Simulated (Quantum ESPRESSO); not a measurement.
# HgTe (Coloradoite) (F-43m) in Quantum ESPRESSO: notebook

The runs below take HgTe (Coloradoite) through single point, equation of state, with PBEsol.

Program: Quantum ESPRESSO 7.5. These are calculated values, not measurements. Logs are shortened: lines on timing, memory, paths and dates and some standing lists are left out, and cuts for length are marked.

**What was measured.**

From a printed reference work, monograph, for a bulk crystal of HgTe: bulk modulus 43 GPa.

How close the calculation comes is told below.

### 1 The structure

Symmetry: F-43m, No. 216, cubic system. Conventional cell: a = 6.429 Å, b = 6.429 Å, c = 6.429 Å, α = 90.00°, β = 90.00°, γ = 90.00°. Hg (site symmetry -43m) has 4 Te at 2.78 Å as nearest neighbours. Te (site symmetry -43m) is surrounded by 4 Hg at 2.78 Å.

### 2 Single point, PBEsol, 31.22 Å³/atom

pw.in

```
&CONTROL
  calculation = 'scf'
  prefix = 'pwscf'
  outdir = './tmp'
  pseudo_dir = './pseudo'
  tprnfor = .true.
  tstress = .true.
  disk_io = 'nowf'
/
&SYSTEM
  ibrav = 0
  nat = 2
  ntyp = 2
  ecutwfc = 80
  nbnd = 26
  occupations = 'smearing'
  smearing = 'fd'
  degauss = 0.00367493
/
&ELECTRONS
  conv_thr = 4d-10
  electron_maxstep = 120
  mixing_beta = 0.5
/
ATOMIC_SPECIES
Hg   200.5920 Hg.upf
Te   127.6000 Te.upf
CELL_PARAMETERS angstrom
   0.0000000000    3.1488795465    3.1488795465
   3.1488795465    0.0000000000    3.1488795465
   3.1488795465    3.1488795465    0.0000000000
ATOMIC_POSITIONS crystal
Hg     0.0000000000    0.0000000000    0.0000000000
Te     0.7500000000    0.7500000000    0.7500000000
K_POINTS automatic
7 7 7 0 0 0
```

Potentials or basis: PseudoDojo 0.4.1 SR PBEsol standard.

Command:

```console
$ OMP_NUM_THREADS=1 pw.x -in pw.in > pw.out
```

pw.out:

```text
This program is part of the open-source Quantum ESPRESSO suite
     for quantum simulation of materials; please cite
[... 9 lines left out ...]
     --------------------
     sticks:   dense  smooth     PW     G-vecs:    dense   smooth      PW
     Sum        1555    1555    439                40821    40821    6231

     Using Slab Decomposition

     bravais-lattice index     =            0
     lattice parameter (alat)  =       8.4153  a.u.
     unit-cell volume          =     421.4002 (a.u.)^3
     number of atoms/cell      =            2
     number of atomic types    =            2
     number of electrons       =        36.00
     number of Kohn-Sham states=           26
     kinetic-energy cutoff     =      80.0000  Ry
     charge density cutoff     =     320.0000  Ry
     scf convergence threshold =      4.0E-10
     mixing beta               =       0.5000
     number of iterations used =            8  plain     mixing
     Exchange-correlation= PBESOL
                           (   1   4  10   8   0   0   0)

     celldm(1)=   8.415306  celldm(2)=   0.000000  celldm(3)=   0.000000
     celldm(4)=   0.000000  celldm(5)=   0.000000  celldm(6)=   0.000000

     crystal axes: (cart. coord. in units of alat)
               a(1) = (   0.000000   0.707107   0.707107 )
               a(2) = (   0.707107   0.000000   0.707107 )
               a(3) = (   0.707107   0.707107   0.000000 )

     reciprocal axes: (cart. coord. in units 2 pi/alat)
               b(1) = ( -0.707107  0.707107  0.707107 )
               b(2) = (  0.707107 -0.707107  0.707107 )
               b(3) = (  0.707107  0.707107 -0.707107 )

     PseudoPot. # 1 for Hg read from file:
     Hg.upf
     Pseudo is Norm-conserving + core correction, Zval = 20.0
     Generated using ONCVPSP code by D. R. Hamann
     Using radial grid of 1246 points,  7 beta functions with:
                l(1) =   0
                l(2) =   0
                l(3) =   1
                l(4) =   1
                l(5) =   2
                l(6) =   2
                l(7) =   3

     PseudoPot. # 2 for Te read from file:
     Te.upf
     Pseudo is Norm-conserving + core correction, Zval = 16.0
     Generated using ONCVPSP code by D. R. Hamann
     Using radial grid of 1294 points,  6 beta functions with:
                l(1) =   0
                l(2) =   0
                l(3) =   1
                l(4) =   1
                l(5) =   2
                l(6) =   2

     atomic species   valence    mass     pseudopotential
     Hg               20.00   200.59200     Hg( 1.00)
     Te               16.00   127.60000     Te( 1.00)

     24 Sym. Ops. (no inversion) found

   Cartesian axes

     site n.     atom                  positions (alat units)
         1        Hg     tau(   1) = (   0.0000000   0.0000000   0.0000000  )
         2        Te     tau(   2) = (   1.0606602   1.0606602   1.0606602  )

     number of k points=    20  Fermi-Dirac smearing, width (Ry)=  0.0037
                       cart. coord. in units 2pi/alat
        k(    1) = (   0.0000000   0.0000000   0.0000000), wk =   0.0058309
        k(    2) = (   0.1010153   0.1010153  -0.1010153), wk =   0.0466472
        k(    3) = (   0.2020305   0.2020305  -0.2020305), wk =   0.0466472
        k(    4) = (   0.3030458   0.3030458  -0.3030458), wk =   0.0466472
        k(    5) = (   0.2020305   0.0000000  -0.0000000), wk =   0.0349854
        k(    6) = (   0.3030458   0.1010153  -0.1010153), wk =   0.1399417
[... 12 lines left out ...]
        k(   19) = (  -0.1010153  -0.5050763   0.7071068), wk =   0.1399417
        k(   20) = (  -0.0000000  -0.4040610   0.6060915), wk =   0.1399417

     Dense  grid:    40821 G-vectors     FFT dimensions: (  48,  48,  48)

     Initial potential from superposition of free atoms

     starting charge      35.9997, renormalised to      36.0000
     Starting wfcs are   19 randomized atomic wfcs +    7 random wfcs

     Self-consistent Calculation

     iteration #  1     ecut=    80.00 Ry     beta= 0.50
     Davidson diagonalization with overlap
     ethr =  1.00E-02,  avg # of iterations =  5.2

     Threshold (ethr) on eigenvalues was too large:
     Diagonalizing with lowered threshold

     Davidson diagonalization with overlap
     ethr =  1.48E-04,  avg # of iterations =  4.2

     total energy              =    -542.46020525 Ry
     estimated scf accuracy    <       0.05434516 Ry

     iteration #  2     ecut=    80.00 Ry     beta= 0.50
     Davidson diagonalization with overlap
     ethr =  1.51E-04,  avg # of iterations =  2.3

     total energy              =    -542.47524504 Ry
     estimated scf accuracy    <       0.00783111 Ry

     iteration #  3     ecut=    80.00 Ry     beta= 0.50
     Davidson diagonalization with overlap
     ethr =  2.18E-05,  avg # of iterations =  2.4

     total energy              =    -542.47646202 Ry
     estimated scf accuracy    <       0.00063056 Ry

     iteration #  4     ecut=    80.00 Ry     beta= 0.50
     Davidson diagonalization with overlap
     ethr =  1.75E-06,  avg # of iterations =  3.6

     total energy              =    -542.47649603 Ry
     estimated scf accuracy    <       0.00001833 Ry

     iteration #  5     ecut=    80.00 Ry     beta= 0.50
     Davidson diagonalization with overlap
     ethr =  5.09E-08,  avg # of iterations =  2.0

     total energy              =    -542.47650001 Ry
     estimated scf accuracy    <       0.00000194 Ry

     iteration #  6     ecut=    80.00 Ry     beta= 0.50
     Davidson diagonalization with overlap
     ethr =  5.39E-09,  avg # of iterations =  2.0

     total energy              =    -542.47650049 Ry
     estimated scf accuracy    <       0.00000006 Ry

     iteration #  7     ecut=    80.00 Ry     beta= 0.50
     Davidson diagonalization with overlap
     ethr =  1.56E-10,  avg # of iterations =  2.2

     total energy              =    -542.47650050 Ry
     estimated scf accuracy    <       0.00000001 Ry

     iteration #  8     ecut=    80.00 Ry     beta= 0.50
     Davidson diagonalization with overlap
     ethr =  3.27E-11,  avg # of iterations =  2.0

     total energy              =    -542.47650050 Ry
     estimated scf accuracy    <          4.6E-10 Ry

     iteration #  9     ecut=    80.00 Ry     beta= 0.50
     Davidson diagonalization with overlap
     ethr =  1.27E-12,  avg # of iterations =  2.0

     End of self-consistent calculation

          k = 0.0000 0.0000 0.0000 (  5029 PWs)   bands (ev):

  -105.4351 -53.7196 -53.7196 -53.7196 -26.9239 -26.9239 -26.9239 -26.9121
   -26.9121  -2.5694   2.2371   2.2371   2.2371   2.8737   2.8737   9.4438
    10.0612  10.0612  10.0612  14.1172  14.1172  14.1172  16.3819  19.8443
    19.8890  19.8892

          k = 0.1010 0.1010-0.1010 (  5065 PWs)   bands (ev):

  -105.4351 -53.7196 -53.7196 -53.7196 -26.9240 -26.9238 -26.9238 -26.9121
   -26.9121  -2.4523   2.2699   2.2699   2.2714   2.8703   2.8703   7.9226
     9.7949   9.7949  10.8374  14.1062  14.4503  14.4503  17.5761  18.7297
    18.7297  19.3794

          k = 0.2020 0.2020-0.2020 (  5063 PWs)   bands (ev):

  -105.4351 -53.7197 -53.7196 -53.7196 -26.9243 -26.9237 -26.9237 -26.9120
   -26.9120  -2.1714   2.3363   2.3363   2.4627   2.8751   2.8751   5.9908
     9.2950   9.2950  10.8718  14.9071  14.9071  15.3437  17.5348  18.7013
    18.7013  21.4971

          k = 0.3030 0.3030-0.3030 (  5090 PWs)   bands (ev):

  -105.4351 -53.7198 -53.7196 -53.7196 -26.9245 -26.9236 -26.9236 -26.9119
   -26.9119  -1.9266   2.3782   2.3782   2.8961   2.8961   2.9872   4.3778
     8.9503   8.9503  10.7207  14.9919  14.9919  16.6636  17.6975  19.8284
    19.8284  22.1006

          k = 0.2020 0.0000-0.0000 (  5065 PWs)   bands (ev):

  -105.4351 -53.7196 -53.7196 -53.7196 -26.9241 -26.9238 -26.9238 -26.9121
   -26.9120  -2.4128   2.2401   2.3021   2.3021   2.8493   2.8882   7.8733
     9.3731   9.3731  11.5204  13.2093  14.9992  14.9992  17.3964  18.1661
    19.9654  20.4657

          k = 0.3030 0.1010-0.1010 (  5087 PWs)   bands (ev):

  -105.4351 -53.7197 -53.7196 -53.7196 -26.9244 -26.9237 -26.9236 -26.9121
   -26.9118  -2.1844   2.2992   2.3757   2.4102   2.8462   2.9006   6.4667
     8.7779   8.8421  11.8848  13.4641  15.3951  15.6503  17.5157  19.1208
    19.6410  21.0279

          k = 0.4041 0.2020-0.2020 (  5112 PWs)   bands (ev):

  -105.4351 -53.7198 -53.7196 -53.7196 -26.9245 -26.9237 -26.9235 -26.9120
   -26.9118  -1.9220   2.3758   2.4265   2.7083   2.9098   2.9545   4.8773
     8.1656   8.5646  11.7818  14.2676  15.7059  15.9350  18.4221  19.4152
    20.3484  21.9413
[... 17 lines left out ...]
  -105.4351 -53.7197 -53.7196 -53.7196 -26.9242 -26.9238 -26.9237 -26.9121
   -26.9120  -2.2791   2.3079   2.3191   2.3567   2.8498   2.8903   6.9011
     8.6515   9.6752  11.5430  14.0881  14.6307  15.1615  17.9276  18.6957
    18.8581  20.7348

          k = 0.4041 0.0000-0.0000 (  5073 PWs)   bands (ev):

  -105.4351 -53.7197 -53.7196 -53.7196 -26.9247 -26.9235 -26.9235 -26.9122
   -26.9117  -2.0336   2.3008   2.4681   2.4681   2.8514   2.9210   6.0873
     8.2509   8.2509  11.9906  12.7801  16.7822  16.7822  16.8059  20.1743
    21.0242  22.1873

          k = 0.5051 0.1010-0.1010 (  5091 PWs)   bands (ev):

  -105.4351 -53.7198 -53.7197 -53.7196 -26.9249 -26.9235 -26.9234 -26.9122
   -26.9116  -1.8226   2.3848   2.5384   2.5893   2.9291   3.0119   5.0580
     7.5372   7.9305  12.1513  13.1284  16.2657  17.2123  18.8167  20.6454
    21.4038  22.1657

          k =-0.1010-0.5051 0.5051 (  5094 PWs)   bands (ev):

  -105.4351 -53.7198 -53.7197 -53.7196 -26.9246 -26.9237 -26.9234 -26.9120
   -26.9116  -1.7156   2.4300   2.5394   2.7529   2.9018   3.3771   4.2331
     6.8561   8.0586  12.2535  14.2617  16.4815  16.7779  18.3261  19.9009
    21.2476  22.6449

          k =-0.0000-0.4041 0.4041 (  5102 PWs)   bands (ev):

  -105.4351 -53.7197 -53.7197 -53.7196 -26.9243 -26.9239 -26.9235 -26.9119
   -26.9118  -1.8000   2.4272   2.4725   2.8150   2.8609   3.0777   4.7047
     6.8463   8.5706  12.3395  14.6358  16.0183  16.1550  18.5614  18.5614
    21.1822  22.2654

          k = 0.6061-0.0000 0.0000 (  5093 PWs)   bands (ev):

  -105.4351 -53.7198 -53.7197 -53.7197 -26.9252 -26.9233 -26.9233 -26.9122
   -26.9114  -1.6994   2.3785   2.6278   2.6278   2.9475   3.1963   4.5438
     7.5189   7.5189  11.8400  12.3585  18.0883  18.7448  18.7448  20.4007
    22.3592  22.3598

          k =-0.0000-0.6061 0.6061 (  5096 PWs)   bands (ev):

  -105.4351 -53.7198 -53.7197 -53.7197 -26.9251 -26.9234 -26.9233 -26.9122
   -26.9114  -1.6515   2.4182   2.6288   2.6663   2.9337   3.4891   4.1150
     7.0328   7.5708  12.0588  12.9234  17.6197  18.2762  18.8836  20.5673
    21.9440  22.2100

          k = 0.4041 0.2020 0.0000 (  5091 PWs)   bands (ev):

  -105.4351 -53.7197 -53.7197 -53.7196 -26.9245 -26.9237 -26.9235 -26.9121
   -26.9117  -1.9619   2.3752   2.4405   2.5598   2.8768   2.9309   5.5537
     7.6287   8.5853  12.4383  13.6438  15.0705  16.6570  17.9584  20.4783
    20.5858  21.2250

          k =-0.2020-0.4041 0.6061 (  5099 PWs)   bands (ev):

  -105.4351 -53.7198 -53.7197 -53.7196 -26.9245 -26.9239 -26.9234 -26.9120
   -26.9117  -1.7739   2.4368   2.4800   2.7713   2.8869   3.1905   4.4875
     7.1096   8.1574  12.6149  14.2677  15.2712  17.2283  18.1871  20.0386
    20.7165  22.0442

          k =-0.1010-0.5051 0.7071 (  5083 PWs)   bands (ev):

  -105.4351 -53.7198 -53.7197 -53.7197 -26.9249 -26.9236 -26.9233 -26.9121
   -26.9115  -1.6905   2.4453   2.5654   2.6861   2.9128   3.3260   4.3912
     7.1120   7.4639  12.6506  13.2894  16.1160  17.8024  19.0756  20.9886
    21.4955  22.1991

          k =-0.0000-0.4041 0.6061 (  5115 PWs)   bands (ev):

  -105.4351 -53.7197 -53.7197 -53.7197 -26.9245 -26.9240 -26.9233 -26.9120
   -26.9116  -1.6694   2.4697   2.5533   2.7869   2.8511   3.5222   4.1244
     6.7352   7.5593  12.9522  14.3915  15.6947  16.5305  19.0011  20.3187
    22.1710  22.4433

     the Fermi energy is    10.0988 ev

!    total energy              =    -542.47650050 Ry
     estimated scf accuracy    <          2.0E-12 Ry
     smearing contrib. (-TS)   =      -0.00004639 Ry
     internal energy E=F+TS    =    -542.47645411 Ry

     The total energy is F=E-TS. E is the sum of the following terms:
     one-electron contribution =    -302.24034087 Ry
     hartree contribution      =     159.33732888 Ry
     xc contribution           =    -103.72462760 Ry
     ewald contribution        =    -295.84881452 Ry

     convergence has been achieved in   9 iterations

     Forces acting on atoms (cartesian axes, Ry/au):

     atom    1 type  1   force =     0.00000000    0.00000000    0.00000000
     atom    2 type  2   force =    -0.00000000    0.00000000   -0.00000000

     Total force =     0.000000     Total SCF correction =     0.000000

     Computing stress (Cartesian axis) and pressure

          total   stress  (Ry/bohr**3)                   (kbar)     P=       55.17
   0.00037504  -0.00000000  -0.00000000           55.17       -0.00       -0.00
  -0.00000000   0.00037504  -0.00000000           -0.00       55.17       -0.00
  -0.00000000  -0.00000000   0.00037504           -0.00       -0.00       55.17

=------------------------------------------------------------------------------=
   JOB DONE.
=------------------------------------------------------------------------------=
```

It took 58 s on 1 thread of Intel Xeon Platinum 8175M at 2.50GHz (Skylake/Cascade Lake), shared host; peak memory 0.13 GiB.

Results:

* Free energy: -7380.7688 eV
* Pressure: 5.5 GPa
* Band gap on the k mesh: none (metal or under the smearing width)

### 3 Single point, PBEsol, 31.89 Å³/atom

Changes to pw.in since step 2:

```diff
@@ -28,5 +28,5 @@
 CELL_PARAMETERS angstrom
-   0.0000000000    3.1488795465    3.1488795465
-   3.1488795465    0.0000000000    3.1488795465
-   3.1488795465    3.1488795465    0.0000000000
+   0.0000000000    3.1710554852    3.1710554852
+   3.1710554852    0.0000000000    3.1710554852
+   3.1710554852    3.1710554852    0.0000000000
 ATOMIC_POSITIONS crystal
```

Potentials or basis: PseudoDojo 0.4.1 SR PBEsol standard.

Command:

```console
$ OMP_NUM_THREADS=1 pw.x -in pw.in > pw.out
```

Run time: 58 s. Hardware: 1 thread of Intel Xeon Platinum 8175M at 2.50GHz (Skylake/Cascade Lake), shared host; peak memory 0.13 GiB.

It converged, with:

```
Free energy            : -7380.8088 eV
Pressure               : 4.1 GPa
Band gap on the k mesh : none (metal or under the smearing width)
```

### 4 Single point, PBEsol, 32.55 Å³/atom

Changes to pw.in since step 3:

```diff
@@ -28,5 +28,5 @@
 CELL_PARAMETERS angstrom
-   0.0000000000    3.1710554852    3.1710554852
-   3.1710554852    0.0000000000    3.1710554852
-   3.1710554852    3.1710554852    0.0000000000
+   0.0000000000    3.1929255244    3.1929255244
+   3.1929255244    0.0000000000    3.1929255244
+   3.1929255244    3.1929255244    0.0000000000
 ATOMIC_POSITIONS crystal
```

Command:

```console
$ OMP_NUM_THREADS=1 pw.x -in pw.in > pw.out
```

Wall time 63 s (1 thread of Intel Xeon Platinum 8175M at 2.50GHz (Skylake/Cascade Lake), shared host); peak memory 0.14 GiB.

The run converged. Its results:

| Item | Value |
| --- | --- |
| Free energy | -7380.8380 eV |
| Pressure | 2.9 GPa |
| Band gap on the k mesh | none (metal or under the smearing width) |

### 5 Single point, PBEsol, 33.22 Å³/atom

Changes to pw.in since step 4:

```diff
@@ -28,5 +28,5 @@
 CELL_PARAMETERS angstrom
-   0.0000000000    3.1929255244    3.1929255244
-   3.1929255244    0.0000000000    3.1929255244
-   3.1929255244    3.1929255244    0.0000000000
+   0.0000000000    3.2145000000    3.2145000000
+   3.2145000000    0.0000000000    3.2145000000
+   3.2145000000    3.2145000000    0.0000000000
 ATOMIC_POSITIONS crystal
```

Command:

```console
$ OMP_NUM_THREADS=1 pw.x -in pw.in > pw.out
```

It took 60 s on 1 thread of Intel Xeon Platinum 8175M at 2.50GHz (Skylake/Cascade Lake), shared host; peak memory 0.14 GiB.

Results (log left out):

```
Free energy            : -7380.8576 eV
Pressure               : 1.8 GPa
Band gap on the k mesh : none (metal or under the smearing width)
```

### 6 Single point, PBEsol, 33.88 Å³/atom

Changes to pw.in since step 5:

```diff
@@ -28,5 +28,5 @@
 CELL_PARAMETERS angstrom
-   0.0000000000    3.2145000000    3.2145000000
-   3.2145000000    0.0000000000    3.2145000000
-   3.2145000000    3.2145000000    0.0000000000
+   0.0000000000    3.2357886999    3.2357886999
+   3.2357886999    0.0000000000    3.2357886999
+   3.2357886999    3.2357886999    0.0000000000
 ATOMIC_POSITIONS crystal
```

Potentials or basis: PseudoDojo 0.4.1 SR PBEsol standard.

Command:

```console
$ OMP_NUM_THREADS=1 pw.x -in pw.in > pw.out
```

It took 59 s on 1 thread of Intel Xeon Platinum 8175M at 2.50GHz (Skylake/Cascade Lake), shared host; peak memory 0.14 GiB.

The run converged. Its results:

```yaml
Free_energy: -7380.8686 eV
Pressure: 0.8 GPa
Band_gap_on_the_k_mesh: none (metal or under the smearing width)
```

### 7 Single point, PBEsol, 34.54 Å³/atom

Changes to pw.in since step 6:

```diff
@@ -28,5 +28,5 @@
 CELL_PARAMETERS angstrom
-   0.0000000000    3.2357886999    3.2357886999
-   3.2357886999    0.0000000000    3.2357886999
-   3.2357886999    3.2357886999    0.0000000000
+   0.0000000000    3.2568009036    3.2568009036
+   3.2568009036    0.0000000000    3.2568009036
+   3.2568009036    3.2568009036    0.0000000000
 ATOMIC_POSITIONS crystal
```

Command:

```console
$ OMP_NUM_THREADS=1 pw.x -in pw.in > pw.out
```

Wall time 61 s (1 thread of Intel Xeon Platinum 8175M at 2.50GHz (Skylake/Cascade Lake), shared host); peak memory 0.15 GiB.

Results (log left out):

```yaml
Free_energy: -7380.8721 eV
Pressure: 0.0 GPa
Band_gap_on_the_k_mesh: none (metal or under the smearing width)
```

### 8 Single point, PBEsol, 35.21 Å³/atom

Changes to pw.in since step 7:

```diff
@@ -28,5 +28,5 @@
 CELL_PARAMETERS angstrom
-   0.0000000000    3.2568009036    3.2568009036
-   3.2568009036    0.0000000000    3.2568009036
-   3.2568009036    3.2568009036    0.0000000000
+   0.0000000000    3.2775454177    3.2775454177
+   3.2775454177    0.0000000000    3.2775454177
+   3.2775454177    3.2775454177    0.0000000000
 ATOMIC_POSITIONS crystal
```

Command:

```console
$ OMP_NUM_THREADS=1 pw.x -in pw.in > pw.out
```

Wall time 61 s (1 thread of Intel Xeon Platinum 8175M at 2.50GHz (Skylake/Cascade Lake), shared host); peak memory 0.15 GiB.

Results (log left out):

```yaml
Free_energy: -7380.8688 eV
Pressure: -0.8 GPa
Band_gap_on_the_k_mesh: none (metal or under the smearing width)
```

### 9 Equation of state, PBEsol

Potentials or basis: PseudoDojo 0.4.1 SR PBEsol standard.

This step only gathers the single runs of the series.

Results:

```yaml
Equilibrium_volume: 34.54 Å³/atom
Bulk_modulus: 42 GPa
Pressure_derivative_of_the_bulk_modulus: 5.2
```

Energy against volume, from the lowest point:
| volume (Å³/atom) | energy (meV/atom) |
| --- | --- |
| 31.223 | 51.65 |
| 31.887 | 31.64 |
| 32.551 | 17.05 |
| 33.215 | 7.25 |
| 33.880 | 1.73 |
| 34.544 | 0.00 |
| 35.208 | 1.63 |

The run has no spin-orbit coupling, so splittings on Hg, Te are missing.

### 10 How close it comes

Step 9. Against the measured bulk modulus of HgTe, 43 GPa (a printed reference work, monograph), the calculated 42 GPa is off by -1.9 %. The fit is for a static lattice scaled at fixed shape and fixed fractional positions.
